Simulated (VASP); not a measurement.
All values below come from r2SCAN meta-GGA, VASP's PBE PAW potentials (set 64) (plane waves; VASP).

Input for VASP

### INCAR
```
! general
SYSTEM  = BaF2
PREC    = Accurate
ENCUT   = 530
LREAL   = F
LASPH   = T   ! aspherical one-centre terms

! electronic loop
EDIFF   = 1E-6   ! SCF stop (eV)
NELM    = 100   ! most electronic steps
ALGO    = Normal   ! blocked Davidson
LMAXMIX = 4   ! l cut-off of mixed one-centre charges
LMIXTAU = T

! smearing
ISMEAR  = 0   ! Gaussian
SIGMA   = 0.05

! functional
METAGGA = R2SCAN

! ions
IBRION  = 2   ! conjugate gradients
NSW     = 60   ! most ionic steps
ISIF    = 3   ! ions, shape and volume
EDIFFG  = -0.02

! output
LWAVE   = F
LCHARG  = F
```

### KPOINTS
```
Regular mesh
0
Gamma
  6 6 6
```

File POSCAR:
```
BaF2
1.0
  0.0000000000   3.0884462043   3.0884462043
  3.0884462043   0.0000000000   3.0884462043
  3.0884462043   3.0884462043   0.0000000000
Ba F
1 2
Direct
  0.0000000000   1.0000000000   1.0000000000
  0.2500000000   0.2500000000   0.2500000000
  0.7500000000   0.7500000000   0.7500000000
```

POTCAR, in this order: Ba_sv F (PBE.64 set). Program: vasp_std.

The run wrote:

**OUTCAR**
```
 ion  position               nearest neighbor table
   1  0.000  0.000  0.000-   3 2.67   3 2.67   3 2.67   2 2.67   2 2.67   2 2.67   3 2.67   2 2.67
  LATTYP: Found a face centered cubic cell.
 ALAT       =     6.1768924086
 Subroutine PRICEL returns:
 Original cell was already a primitive cell.
 Subroutine GETGRP returns: Found 48 space group operations
The static configuration has the point symmetry O_h .
The dynamic configuration has the point symmetry O_h .
 Subroutine INISYM returns: Found 48 space group operations
 Subroutine IBZKPT returns following result:
 Found     16 irreducible k-points:

 Following reciprocal coordinates:
            Coordinates               Weight
  0.000000  0.000000  0.000000      1.000000
  0.166667  0.000000  0.000000      8.000000
  0.333333  0.000000  0.000000      8.000000
  0.500000  0.000000  0.000000      4.000000
  0.166667  0.166667  0.000000      6.000000
  0.333333  0.166667  0.000000     24.000000
  0.500000  0.166667  0.000000     24.000000
 -0.333333  0.166667  0.000000     24.000000
 -0.166667  0.166667  0.000000     12.000000
  0.333333  0.333333  0.000000      6.000000
...
```

### OSZICAR
```
       N       E                     dE             d eps       ncg     rms          rms(c)
DAV:   1     0.124831380716E+03    0.12483E+03   -0.13632E+04   512   0.146E+03
DAV:   2    -0.480681301061E+02   -0.17290E+03   -0.16998E+03   640   0.304E+02
DAV:   3    -0.541215912753E+02   -0.60535E+01   -0.60460E+01   680   0.649E+01
DAV:   4    -0.541950176328E+02   -0.73426E-01   -0.73410E-01   680   0.646E+00
DAV:   5    -0.541982688742E+02   -0.32512E-02   -0.32512E-02   720   0.804E-01    0.803E+00
DAV:   6    -0.459503604925E+02    0.82479E+01   -0.41560E+00   680   0.179E+01    0.364E+00
DAV:   7    -0.446087431054E+02    0.13416E+01   -0.17046E+00   528   0.142E+01    0.218E+00
DAV:   8    -0.483321628133E+02   -0.37234E+01   -0.11779E+00   528   0.129E+01    0.880E-01
DAV:   9    -0.446602055184E+02    0.36720E+01   -0.54120E-01   512   0.675E+00    0.928E-01
DAV:  10    -0.450240638371E+02   -0.36386E+00   -0.34615E-01   512   0.554E+00    0.304E-01
DAV:  11    -0.449097773842E+02    0.11429E+00   -0.57751E-02   512   0.236E+00    0.291E-01
DAV:  12    -0.450520525079E+02   -0.14228E+00   -0.77149E-02   512   0.289E+00    0.112E-01
DAV:  13    -0.450539407314E+02   -0.18882E-02   -0.13799E-03   624   0.448E-01    0.668E-02
DAV:  14    -0.450548670833E+02   -0.92635E-03   -0.96262E-04   592   0.280E-01    0.244E-02
DAV:  15    -0.450548501531E+02    0.16930E-04   -0.11025E-04   552   0.135E-01    0.126E-02
DAV:  16    -0.450547856002E+02    0.64553E-04   -0.28862E-05   552   0.795E-02    0.683E-03
DAV:  17    -0.450550626507E+02   -0.27705E-03   -0.80979E-05   512   0.111E-01    0.970E-03
DAV:  18    -0.450550627002E+02   -0.49503E-07   -0.15907E-06   536   0.148E-02
   1 F= -.45055063E+02 E0= -.45055063E+02  d E =-.450551E+02
       N       E                     dE             d eps       ncg     rms          rms(c)
DAV:   1    -0.452333574010E+02   -0.17829E+00   -0.41376E+00   520   0.189E+01    0.333E+00
DAV:   2    -0.450692662211E+02    0.16409E+00   -0.82019E-01   512   0.715E+00    0.572E-01
DAV:   3    -0.450582324971E+02    0.11034E-01   -0.19555E-02   520   0.148E+00    0.298E-01
DAV:   4    -0.450432385579E+02    0.14994E-01   -0.22051E-02   664   0.181E+00    0.935E-02
DAV:   5    -0.450597202206E+02   -0.16482E-01   -0.10048E-02   512   0.135E+00    0.472E-02
DAV:   6    -0.450575441419E+02    0.21761E-02   -0.31593E-03   512   0.743E-01    0.314E-02
DAV:   7    -0.450615904947E+02   -0.40464E-02   -0.13431E-03   512   0.499E-01    0.221E-02
DAV:   8    -0.450620064520E+02   -0.41596E-03   -0.16046E-04   552   0.146E-01    0.794E-03
DAV:   9    -0.450620076069E+02   -0.11550E-05   -0.40760E-06   656   0.200E-02    0.541E-03
DAV:  10    -0.450620119611E+02   -0.43542E-05   -0.54914E-06   528   0.285E-02    0.941E-04
DAV:  11    -0.450620166075E+02   -0.46464E-05   -0.10106E-06   400   0.137E-02    0.821E-04
DAV:  12    -0.450620182683E+02   -0.16608E-05   -0.55602E-07   384   0.937E-03    0.241E-04
DAV:  13    -0.450620183269E+02   -0.58602E-07   -0.49589E-08   256   0.289E-03
   2 F= -.45062018E+02 E0= -.45062018E+02  d E =-.695563E-02
       N       E                     dE             d eps       ncg     rms          rms(c)
DAV:   1    -0.450673818439E+02   -0.53636E-02   -0.12093E-01   520   0.325E+00    0.574E-01
DAV:   2    -0.450625216027E+02    0.48602E-02   -0.24620E-02   512   0.123E+00    0.989E-02
DAV:   3    -0.450622133169E+02    0.30829E-03   -0.58313E-04   512   0.254E-01    0.517E-02
DAV:   4    -0.450615964016E+02    0.61692E-03   -0.63414E-04   680   0.297E-01    0.150E-02
DAV:   5    -0.450622304905E+02   -0.63409E-03   -0.26968E-04   512   0.215E-01    0.960E-03
DAV:   6    -0.450620464230E+02    0.18407E-03   -0.12078E-04   512   0.136E-01    0.603E-03
DAV:   7    -0.450622800771E+02   -0.23365E-03   -0.47678E-05   512   0.936E-02    0.433E-03
DAV:   8    -0.450622889342E+02   -0.88571E-05   -0.53553E-06   560   0.254E-02    0.124E-03
DAV:   9    -0.450622886847E+02    0.24952E-06   -0.14938E-07   408   0.445E-03
   3 F= -.45062289E+02 E0= -.45062289E+02  d E =-.722598E-02
```

**OUTCAR**
```
------------------------ aborting loop because EDIFF is reached ----------------------------------------
  FORCE on cell =-STRESS in cart. coord.  units (eV):
  Direction    XX          YY          ZZ          XY          YZ          ZX
  --------------------------------------------------------------------------------------
  Total        0.0085671      0.0085671      0.0085671      0.0000000     -0.0000000     -0.0000000
  in kB        0.2273541      0.2273541      0.2273541      0.0000000     -0.0000000     -0.0000000
  external PRESSURE =       0.2273541 kB  Pullay stress =       0.0000000 kB
  volume of cell :       60.37
      direct lattice vectors                 reciprocal lattice vectors
    -0.000000000  3.113656382  3.113656382    -0.160582909  0.160582909  0.160582909
     3.113656382 -0.000000000  3.113656382     0.160582909 -0.160582909  0.160582909
     3.113656382  3.113656382  0.000000000     0.160582909  0.160582909 -0.160582909
 POSITION                                       TOTAL-FORCE (eV/Angst)
 -----------------------------------------------------------------------------------
      0.00000      0.00000      0.00000         0.000000      0.000000      0.000000
      1.55683      1.55683      1.55683         0.000000      0.000000      0.000000
      4.67048      4.67048      4.67048        -0.000000     -0.000000     -0.000000
 -----------------------------------------------------------------------------------
    total drift:                                0.000000      0.000000      0.000000
  FREE ENERGIE OF THE ION-ELECTRON SYSTEM (eV)
  ---------------------------------------------------
  free  energy   TOTEN  =       -45.0622886847 eV

  energy  without entropy=      -45.0622886847  energy(sigma->0) =      -45.06228868

 reached required accuracy - stopping structural energy minimisation
```
(Selected blocks of OUTCAR.)

**CONTCAR**
```
BaF2
   1.00000000000000
    -0.0000000000000000    3.1136563822642813    3.1136563822642813
     3.1136563822642813   -0.0000000000000000    3.1136563822642813
     3.1136563822642813    3.1136563822642813    0.0000000000000000
  Ba              F
     1     2
Direct
     0.0000000000000000    0.0000000000000000    0.0000000000000000
     0.2500000000000000    0.2500000000000000    0.2500000000000000
     0.7500000000000000    0.7500000000000000    0.7500000000000000
```

Energy and stress use the plane-wave basis of the starting cell.

The compound is BaF2 in the fluorite structure. This run relaxes it. Symmetry was kept, so distortions that lower it aren't found. The start is the result of an earlier pass.
